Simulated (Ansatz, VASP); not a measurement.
## ZnS: VASP beside Ansatz

```
CELL_PARAMETERS angstrom
3.81100 0.00000 0.00000
-1.90550 3.30042 0.00000
0.00000 0.00000 6.23400
ATOMIC_POSITIONS crystal
Zn 0.33333 0.66667 0.00000
Zn 0.66667 0.33333 0.50000
S 0.33333 0.66667 0.38500
S 0.66667 0.33333 0.88500
```

Alike in both runs: task single point; functional PBE; k mesh 9 × 9 × 6; occupations gaussian, width 0.05 eV; no spin polarisation.

```csv
,VASP,Ansatz
version,VASP 6.6.1,Ansatz 0.2.0
potentials or method,"VASP PAW PBE potentials, release 64 (Zn, S)","scalar-relativistic, plane waves, PAW"
plane-wave cutoff (eV),520,500
valence electrons in the cell,36,36
```

Ansatz gave:

* gap on the k mesh at the Fermi level (eV): 2.25
* pressure (GPa): 2.3
* largest component of the traceless stress (GPa): 1.35
* rms of the force components (eV/Å): 0.184

Estimate VASP's values.

gap on the k mesh at the Fermi level (eV): 2.25; pressure (GPa): 2.5; largest component of the traceless stress (GPa): 1.37; rms of the force components (eV/Å): 0.186.

Atom by atom the forces differ by 0.002 eV/Å (rms over components). With one functional, cell and mesh, what is left measures potentials, basis and numerics.

Caveats: an odd mesh through Γ misses points on the zone boundary, where band edges often lie. A hybrid or GW would open this gap; PBE tends to underestimate it.
